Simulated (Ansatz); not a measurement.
## Could InAs exist in this structure?

Plane-wave DFT in Ansatz with scalar-relativistic PAW potentials. The crystal relaxes under PBE to F-43m with a = 6.186 Å, 29.59 Å³/atom. No spin polarisation.

```yaml
crystal:
  lattice:
    - [0.00000, 3.09316, 3.09316]
    - [3.09316, 0.00000, 3.09316]
    - [3.09316, 3.09316, 0.00000]
  atoms:
    - { symbol: In, position: [0.00000, 0.00000, 0.00000] }
    - { symbol: As, position: [0.25000, 0.25000, 0.25000] }
```

Task: Test it against the elements, against displacements at the zone centre and against strain.

Result:
- Energy over the elements: -0.244 eV/atom (PBE, standard states in the same functional, gases uncorrected)
- Optical modes at Γ: all 3 real, at 199 cm⁻¹ (PBE, no gap at this level, so no LO-TO term)
- Least eigenvalue of the elastic tensor: 33 GPa (PBE, smearing 0.15 eV on a cell relaxed with it; where the run has no gap this value hangs on mesh and smearing)

It passes all three tests. So it is a local minimum against everything tried and bound against the elements. Modes at other wave vectors, other structures and decomposition into other compounds weren't tested here.